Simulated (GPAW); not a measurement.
Here is a GPAW 26.7.0 calculation.

File run.py:

```python
from ase.eos import EquationOfState
from ase.io import Trajectory, read
from ase.units import GPa
from gpaw import GPAW, PW

atoms = read('AlN.xyz')

traj = Trajectory('eos.traj', 'w')
volumes, energies = [], []
for x in [0.94, 0.96, 0.98, 1.0, 1.02, 1.04, 1.06]:
    a = atoms.copy()
    a.set_cell(atoms.cell * x**(1 / 3), scale_atoms=True)
    calc = GPAW(mode=PW(800),
                xc='mBEEF',
                kpts={'size': (10, 10, 10), 'gamma': True},
                occupations={'name': 'fermi-dirac', 'width': 0.05},
                nbands=11,
                convergence={'density': 1e-05, 'energy': 1e-05},
                maxiter=150,
                txt=f'eos-{x:.2f}.txt')
    a.calc = calc
    energies.append(a.get_potential_energy(force_consistent=True))
    volumes.append(a.get_volume())
    p = -a.get_stress()[:3].mean() / GPa
    calc.write(f'eos-{x:.2f}.gpw')
    traj.write(a)
    print(f'{x:.2f} {volumes[-1]:10.4f} A^3 {energies[-1]:14.6f} eV {p:9.3f} GPa', flush=True)

v0, e0, B = EquationOfState(volumes, energies, eos='birchmurnaghan').fit()
print(f'V0 = {v0:.4f} A^3, E0 = {e0:.6f} eV, B0 = {B / GPa:.2f} GPa')
```

AlN.xyz

```xyz
2
Lattice="0.0000000000 2.1839935596 2.1839935596 2.1839935596 0.0000000000 2.1839935596 2.1839935596 2.1839935596 0.0000000000" Properties=species:S:1:pos:R:3 pbc="T T T"
Al     0.0000000000      0.0000000000      0.0000000000
N      1.0919967798      1.0919967798      1.0919967798
```

Potentials or basis: GPAW PAW data sets (gpaw-data 1.2.1), pw.

Command:

```console
$ OMP_NUM_THREADS=1 python run.py
```

Task: Estimate the bulk modulus.

Result: 216 GPa (rough).

Task: Predict the equilibrium volume.

Result: 10.45 Å³/atom (rough: see the caveat).

Energy against volume, from the lowest point:
```tsv
volume (Å³/atom)	energy (meV/atom)
9.792	30.90
10.001	14.45
10.209	3.66
10.417	0.00
10.626	2.03
10.834	9.07
11.042	20.63
```

Caveat: the points scatter about the fit; the PAW data sets were made with another functional, which shifts forces and pressure a little.
